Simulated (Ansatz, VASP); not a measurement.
# One calculation of PtS2, two programs

```
Pt S
1.0
     3.63178    0.00000    0.00000
    -1.81589    3.14521    0.00000
     0.00000    0.00000    5.03880
Pt S
1 2
Direct
  0.00000 0.00000 0.00000
  0.33333 0.66667 0.25000
  0.66667 0.33333 0.75000
```

Change from the starting cell: strain +0.025 along x and y, +0.000 along z, atoms carried along.

Alike in both runs: task single point; functional PBEsol; k mesh 12 × 12 × 8; occupations gaussian, width 0.05 eV; no spin polarisation.

```csv
,VASP,Ansatz
version,VASP 6.6.1,Ansatz 0.2.0
potentials or method,"VASP PAW PBE potentials, release 64 (Pt, S)","scalar-relativistic, plane waves, PAW"
plane-wave cutoff (eV),520,420
valence electrons in the cell,22,30
```

```tsv
	VASP	Ansatz	Ansatz less VASP
gap on the k mesh at the Fermi level (eV)	0.34	0.34	-0.002
least direct gap on the mesh (eV)	0.64	0.63	-0.006
pressure (GPa)	-9.7	-9.5	+0.23
largest component of the traceless stress (GPa)	1.30	1.20	-0.095
rms of the force components (eV/Å)	0.492	0.482	-0.0098
```

Atom by atom the forces differ by 0.010 eV/Å (rms over components). The two sets of potentials don't hold the same shells in valence.

Caveats: the PAW data sets were made with another functional, which shifts forces and pressure a little (VASP); spin-orbit coupling is left out, which moves the levels of the heavy elements; the cell's inner coordinates are idealised or old, which leaves forces on the atoms.
